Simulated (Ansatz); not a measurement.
SnTe:

```xyz
2
Lattice="0.0000 3.1509 3.1509 3.1509 0.0000 3.1509 3.1509 3.1509 0.0000" Properties=species:S:1:pos:R:3 pbc="T T T"
Te    3.1509    3.1509    3.1509
Sn    0.0000    0.0000    0.0000
```

* Program: Ansatz 0.2.0
* Task: relaxation of cell and atoms
* Functional: BLYP
* Potentials or basis: all-electron LAPW, scalar-relativistic
* Basis error allowed: 0.001 eV/atom
* k mesh: 7 × 7 × 7
* Occupations: fermi-dirac, width 0.05 eV
* Spin: no spin polarisation

At the start: volume 31.28 Å³/atom.

Q: How do energy, volume and symmetry change on relaxing?

A: Over 5 steps the energy falls by 77.4 meV/atom and the volume is 35.89 Å³/atom (+14.7 %); space group Fm-3m (No. 225, to 0.05 Å).

The path:
| step | energy change (eV) | largest force (eV/Å) | volume (Å³) |
| --- | --- | --- | --- |
| 1 | 0.0000 | 0.0000 | 62.56 |
| 2 | -0.1544 | 0.0000 | 72.31 |
| 3 | -0.1548 | 0.0000 | 71.89 |
| 4 | -0.1548 | 0.0000 | 71.77 |
| 5 | -0.1548 | 0.0000 | 71.77 |

Final structure:
```
CELL_PARAMETERS angstrom
0.00000 3.29846 3.29846
3.29846 0.00000 3.29846
3.29846 3.29846 0.00000
ATOMIC_POSITIONS crystal
Te 0.50000 0.50000 0.50000
Sn 0.00000 0.00000 0.00000
```

Caveat: the volume moved by +15 % from the deposited cell, more than functionals usually miss.
